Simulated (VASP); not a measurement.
A calculation with VASP 6.6.1 of TaN (native input, structure from a POSCAR):

INCAR

```
ALGO = Normal ; EDIFF = 1E-6
ENCUT = 500 ; GGA = PE
ISIF = 2 ; ISMEAR = 0
LASPH = T ; LCHARG = F
LREAL = F ; LWAVE = F
NELM = 80 ; PREC = Accurate
SIGMA = 0.1
```

KPOINTS

```
k-points
0
Gamma
  10 10 9
```

The input POSCAR:

```
TaN
1.0
    2.9380000000      0.0000000000      0.0000000000
   -1.4690000000      2.5443826363      0.0000000000
    0.0000000000      0.0000000000      2.8830000000
Ta N
1 1
Cartesian
    0.0000000000      0.0000000000      1.4415000000
    1.4690000001      0.8481275453      0.0000000000
```

Potentials or basis: VASP PAW PBE potentials, release 64 (Ta, N).

The run is started by

```bash
$ cat potpaw_PBE.64/Ta/POTCAR potpaw_PBE.64/N/POTCAR > POTCAR
$ mpirun -np 1 vasp_std > vasp.out
```

**Question.** Write the same calculation in another form: ASE script, structure from a CIF.

**Answer.** As run:

The input run.py:

```python
from ase.calculators.vasp import Vasp
from ase.dft.bandgap import bandgap
from ase.io import read

atoms = read('TaN.cif', primitive_cell=True, subtrans_included=False)
calc = Vasp(
    directory='calc',
    xc='pbe',
    pp='PBE',
    setups='minimal',
    prec='Accurate',
    encut=500,
    ediff=1e-07,
    ismear=0,
    sigma=0.1,
    lreal=False,
    lasph=True,
    nelm=60,
    algo='Normal',
    isif=2,
    lwave=False,
    lcharg=True,
    lelf=True,
    lvhar=True,
    kpts=[10, 10, 9],
    gamma=True,
    nbands=12,
)
atoms.calc = calc

print('energy (eV):', atoms.get_potential_energy())
print('free energy (eV):', atoms.get_potential_energy(force_consistent=True))
print('forces (eV/A):')
print(atoms.get_forces())
print('stress (eV/A^3, Voigt):', atoms.get_stress())
print('Fermi level (eV):', calc.get_fermi_level())
gap, top, bottom = bandgap(calc)
print('band gap (eV):', gap, 'from (spin, k, band)', top, 'to', bottom)
```

TaN.cif

```cif
data_TaN
_cell_length_a 2.93800000
_cell_length_b 2.93800000
_cell_length_c 2.88300000
_cell_angle_alpha 90.00000000
_cell_angle_beta 90.00000000
_cell_angle_gamma 120.00000000
_space_group_name_H-M_alt 'P-6m2'
_space_group_name_Hall 'P -6 2'
_space_group_IT_number 187
loop_
_space_group_symop_operation_xyz
'x,y,z'
'-x+y,-x,-z'
'-y,x-y,z'
'x,y,-z'
'-x+y,-x,z'
'-y,x-y,-z'
'-y,-x,-z'
'x,x-y,z'
'-x+y,y,-z'
'-y,-x,z'
'x,x-y,-z'
'-x+y,y,z'
loop_
_atom_site_label
_atom_site_type_symbol
_atom_site_symmetry_multiplicity
_atom_site_Wyckoff_symbol
_atom_site_fract_x
_atom_site_fract_y
_atom_site_fract_z
_atom_site_occupancy
Ta1 Ta 1 b 0.0000000000 0.0000000000 0.5000000000 1
N1 N 1 e 0.6666666667 0.3333333333 0.0000000000 1
```

Potentials or basis: VASP PAW PBE potentials, release 64 (Ta, N).

Run with:

```bash
$ python run.py
```

Both were run:

|  | native input, structure from a POSCAR | ASE script, structure from a CIF |
| --- | --- | --- |
| Pressure | 3.8 GPa | 3.8 GPa |
| Band gap on the k mesh | none (metal or under the smearing width) | none (metal or under the smearing width) |

Keys that steer only the numerical path or the files written may differ.
